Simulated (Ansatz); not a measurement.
**HfN (WC type): other levels of theory at one geometry**

One table from this session's results is given with a row withheld; the runs are named, their logs left out.

Computed with Ansatz 0.2.0 (DFT at several levels, plane waves, PAW, unless a step's input says otherwise).

1 further run of the same task is left out (it didn't finish). Runs told in other sessions of the task aren't counted.

## Starting point

It takes space group P-6m2 (No. 187, hexagonal). Conventional cell: a = 3.099 Å, b = 3.099 Å, c = 2.913 Å, α = 90.00°, β = 90.00°, γ = 120.00°. Hf (site symmetry -6m2) is surrounded by 6 N at 2.31 Å. N (site symmetry -6m2) is surrounded by 6 Hf at 2.31 Å.

As a file:

```
CELL_PARAMETERS angstrom
3.09901 0.00000 0.00000
-1.54951 2.68383 0.00000
0.00000 0.00000 2.91300
ATOMIC_POSITIONS crystal
Hf 0.00000 0.00000 0.00000
N 0.66667 0.33333 0.50000
```

An earlier run at PBE left this cell at 12.114 Å³/atom and 0.01 GPa (14×14×12 mesh), a metal on this mesh.

Levels to run: PBE+SOC; r²SCAN; PBEsol; LDA. Hardware: 2 threads of Arm Neoverse V2, shared host.

Set-up of the first run:

The input, input.yaml:

```yaml
crystal:
  lattice:
    - [3.0990149869, 0.0, 0.0]
    - [-1.5495074934, 2.6838257053, 0.0]
    - [0.0, 0.0, 2.9130017211]
  atoms:
    - { symbol: Hf, position: [0.0, 0.0, 0.0] }
    - { symbol: "N", position: [0.6666666667, 0.3333333333, 0.5] }
basis:
  ecutwfc: 420
  ecutrho_ratio: 4
kpoints:
  mp_grid: { grid: [14, 14, 12] }
hamiltonian:
  xc: pbe
scf:
  occupations: { method: gaussian, width: 0.05 }
output:
  forces: true
  stress: true
  eigenvalues: true
  populations: true
  dos: { projected: true, de: 0.02 }
  write_density: true
  write_potential: true
  elf: true
  volumetric_format: npy
magnetization:
  noncollinear: true
  spin_orbit: true
```

Run with:

```sh
> ansatz run input.yaml --threads 2 --pin off --max-ram 2662MiB --backend cpu --events-out ev --progress --plain --runs-dir out
```

Among the steps run: PBE+SOC; r²SCAN; PBEsol; LDA.

One of the session's tables, all rows but one given; the rest of the session is left out.

```
  level  pressure (GPa)
    PBE             0.0
    LDA           -13.8
 PBEsol               ?
PBE+SOC            -0.4
 r²SCAN            -4.0
```

Estimate the missing values for PBEsol.

**Answer.** pressure (GPa): -7.8. In the column «pressure (GPa)» it lies between LDA (-13.8) and r²SCAN (-4.0).

The pressure runs from -13.8 GPa (LDA) to 0.0 GPa (PBE); a negative pressure means that level wants a smaller cell, a positive one a larger cell. Total energies of different levels have different zeros and can't be compared.
